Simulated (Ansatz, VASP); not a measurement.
**Two plane-wave programs on Co**

```
Co
1.0
     2.47056    0.00000    0.00000
    -1.23528    2.13957    0.00000
     0.00000    0.00000    8.08823
Co
4
Direct
  0.66667 0.33333 0.75000
  0.00000 0.00000 0.50000
  0.33333 0.66667 0.25000
  0.00000 0.00000 0.00000
```

Alike in both runs: task single point; functional PBE; k mesh 12 × 12 × 4; occupations fermi-dirac, width 0.05 eV; collinear spin, ferromagnetic start.

```csv
,VASP,Ansatz
version,VASP 6.6.1,Ansatz 0.2.0
potentials or method,"VASP PAW PBE potentials, release 64 (Co)",Ansatz PAW
plane-wave cutoff (eV),520,420
valence electrons in the cell,36,68
```

```tsv
	VASP	Ansatz	Ansatz less VASP
gap on the k mesh at the Fermi level (eV)	none	none	-
pressure (GPa)	3.8	4.7	+0.89
largest component of the traceless stress (GPa)	2.54	2.61	+0.063
net moment per atom (μB)	1.64	1.65	+0.011
size of the moment on the site where the two differ most (μB)	1.67	1.73	+0.066
```

Site moments also hang on the region over which each program counts them. A gap of «none» marks a metal or a gap that the smearing closes. The functional is the same, so the differences come from potentials, cutoffs and numerics. The two sets of potentials don't hold the same shells in valence.
